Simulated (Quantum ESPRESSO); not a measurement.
A run of Quantum ESPRESSO 7.5 is set up as follows.

The input pw.in:

```
&CONTROL
  calculation = 'scf'
  prefix = 'pwscf'
  outdir = './tmp'
  pseudo_dir = './pseudo'
  tprnfor = .true.
  tstress = .true.
  disk_io = 'low'
/
&SYSTEM
  ibrav = 0
  nat = 2
  ntyp = 2
  ecutwfc = 45
  ecutrho = 360
  nbnd = 16
  input_dft = 'blyp'
  occupations = 'smearing'
  smearing = 'fd'
  degauss = 0.00367493
/
&ELECTRONS
  conv_thr = 4d-10
  electron_maxstep = 120
  mixing_beta = 0.5
/
ATOMIC_SPECIES
Pb   207.2000 pb_pbe_v1.uspp.F.UPF
Se    78.9710 se_pbe_v1.uspp.F.UPF
CELL_PARAMETERS bohr
   0.0000000000    5.7837902633    5.7837902633
   5.7837902633    0.0000000000    5.7837902633
   5.7837902633    5.7837902633    0.0000000000
ATOMIC_POSITIONS bohr
Pb     0.0000000000    0.0000000000    0.0000000000
Se     5.7837902633    5.7837902633    5.7837902633
K_POINTS automatic
6 6 6 1 1 1
```

Contents of gamma.in:

```
&CONTROL
  calculation = 'bands'
  prefix = 'pwscf'
  outdir = './tmp'
  pseudo_dir = './pseudo'
  disk_io = 'low'
  verbosity = 'high'
/
&SYSTEM
  ibrav = 0
  nat = 2
  ntyp = 2
  ecutwfc = 45
  ecutrho = 360
  nbnd = 16
  input_dft = 'blyp'
  occupations = 'smearing'
  smearing = 'fd'
  degauss = 0.00367493
/
&ELECTRONS
  conv_thr = 1d-08
  electron_maxstep = 120
  mixing_beta = 0.5
  diago_full_acc = .true.
  startingwfc = 'random'
/
ATOMIC_SPECIES
Pb   207.2000 pb_pbe_v1.uspp.F.UPF
Se    78.9710 se_pbe_v1.uspp.F.UPF
CELL_PARAMETERS bohr
   0.0000000000    5.7837902633    5.7837902633
   5.7837902633    0.0000000000    5.7837902633
   5.7837902633    5.7837902633    0.0000000000
ATOMIC_POSITIONS bohr
Pb     0.0000000000    0.0000000000    0.0000000000
Se     5.7837902633    5.7837902633    5.7837902633
K_POINTS crystal
1
0.0 0.0 0.0 1
```

scf2.in

```
&CONTROL
  calculation = 'scf'
  prefix = 'pwscf'
  outdir = './tmp'
  pseudo_dir = './pseudo'
  tprnfor = .true.
  tstress = .true.
  disk_io = 'low'
/
&SYSTEM
  ibrav = 0
  nat = 2
  ntyp = 2
  ecutwfc = 45
  ecutrho = 360
  nbnd = 16
  input_dft = 'blyp'
  occupations = 'fixed'
/
&ELECTRONS
  conv_thr = 1d-13
  electron_maxstep = 120
  mixing_beta = 0.5
  startingpot = 'file'
/
ATOMIC_SPECIES
Pb   207.2000 pb_pbe_v1.uspp.F.UPF
Se    78.9710 se_pbe_v1.uspp.F.UPF
CELL_PARAMETERS bohr
   0.0000000000    5.7837902633    5.7837902633
   5.7837902633    0.0000000000    5.7837902633
   5.7837902633    5.7837902633    0.0000000000
ATOMIC_POSITIONS bohr
Pb     0.0000000000    0.0000000000    0.0000000000
Se     5.7837902633    5.7837902633    5.7837902633
K_POINTS automatic
6 6 6 1 1 1
```

ph.in

```
dielectric of PbSe
&INPUTPH
  prefix = 'pwscf'
  outdir = './tmp'
  tr2_ph = 1d-18
  fildyn = 'dyn'
  niter_ph = 90
  alpha_mix(1) = 0.7
  epsil = .true.
  trans = .false.
  zeu = .true.
/
0.0000000000 0.0000000000 0.0000000000
```

Potentials or basis: GBRV 1.5 PBE.

Run with:

```console
$ OMP_NUM_THREADS=1 pw.x -in pw.in > pw.out
$ OMP_NUM_THREADS=1 pw.x -in gamma.in > gamma.out
$ OMP_NUM_THREADS=1 pw.x -in scf2.in > scf2.out
$ OMP_NUM_THREADS=1 ph.x -in ph.in > ph.out
```

(1) Predict the electronic dielectric tensor (diagonal).

(2) What does it give for the Born charges (mean of the diagonal)?

(3) What does it give for the pressure?

Answers

(1) 19.94.

(2) Pb +4.97; Se -4.97 e.

(3) 5.8 GPa.

Caveat: the potentials were made for another functional, which shifts forces and pressure; the cell is more than 3 GPa from zero pressure, which shifts response properties.
